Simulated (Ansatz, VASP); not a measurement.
## Tl: VASP beside Ansatz

```xyz
1
Lattice="-1.5960 1.5960 2.5784 1.5960 -1.5960 2.5784 1.5960 1.5960 -2.5784" Properties=species:S:1:pos:R:3 pbc="T T T"
Tl    0.0000    0.0000    0.0000
```

Alike in both runs: task single point; functional PBE; k mesh 8 × 8 × 8; occupations gaussian, width 0.1 eV; no spin polarisation.

|  | VASP | Ansatz |
| --- | --- | --- |
| version | VASP 6.6.1 | Ansatz 0.2.0 |
| potentials or method | VASP PAW PBE potentials, release 64 (Tl_d) | scalar-relativistic, plane waves, PAW |
| plane-wave cutoff (eV) | 520 | 420 |
| valence electrons in the cell | 13 | 13 |

```tsv
	VASP	Ansatz	Ansatz less VASP
gap on the k mesh at the Fermi level (eV)	none	none	-
pressure (GPa)	7.2	7.3	+0.08
largest component of the traceless stress (GPa)	1.24	1.23	-0.008
```

A gap of «none» marks a metal or a gap that the smearing closes.

The runs have no spin-orbit coupling, so splittings on Tl are missing.
